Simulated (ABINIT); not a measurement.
Ta in ABINIT: convergence with smearing width

Ta:

```xyz
2
Lattice="2.9004 0.0000 0.0000 -1.4502 2.5118 0.0000 0.0000 0.0000 5.1663" Properties=species:S:1:pos:R:3 pbc="T T T"
Ta    0.0000    1.6745    1.2916
Ta    1.4502    0.8373    3.8747
```

This isn't the form of Ta at room conditions, which is bcc.

| Property | Result |
| --- | --- |
| Program | ABINIT 10.8.3 (patched build) |
| Task | single point |
| Functional | LDA |
| Potentials or basis | JTH PAW LDA v2.0 |
| Cutoff | 517 eV |
| k mesh | 11 × 11 × 5 |
| Occupations | gaussian, width 0.272 eV |
| Spin | no spin polarisation |

These are the settings of the first run; the series varies smearing width, with any setting tied to it.

Hardware: 1 thread of Arm Neoverse V2, on a shared host.

```
smearing width  energy less the tightest run, at zero smearing (meV/atom)  pressure (GPa)  SCF cycles  CPU time (s)  peak memory (GiB)
      0.272 eV                                                       0.46          -12.04          12            26               0.11
        0.2 eV                                                      -1.18          -12.22          12            26               0.11
      0.136 eV                                                      -1.29          -12.34          12            25               0.11
        0.1 eV                                                      -0.88          -12.39          12            26               0.11
       0.05 eV                                                      -0.32          -12.43          12            26               0.11
      0.025 eV                                                      -0.09          -12.43          11            24               0.11
       0.01 eV                                                       0.00          -12.45          10            22               0.11
```

Against the tightest run, the energy stays within 1 meV/atom from 0.1 eV on; the pressure stays within 0.1 GPa from 0.1 eV on. Narrower smearing needs a denser k mesh, so at a fixed mesh the narrowest width isn't the most accurate. The tightest run that finished is the yardstick and may itself not be fully converged.

Spin-orbit coupling is left out, which matters for the levels of Ta.
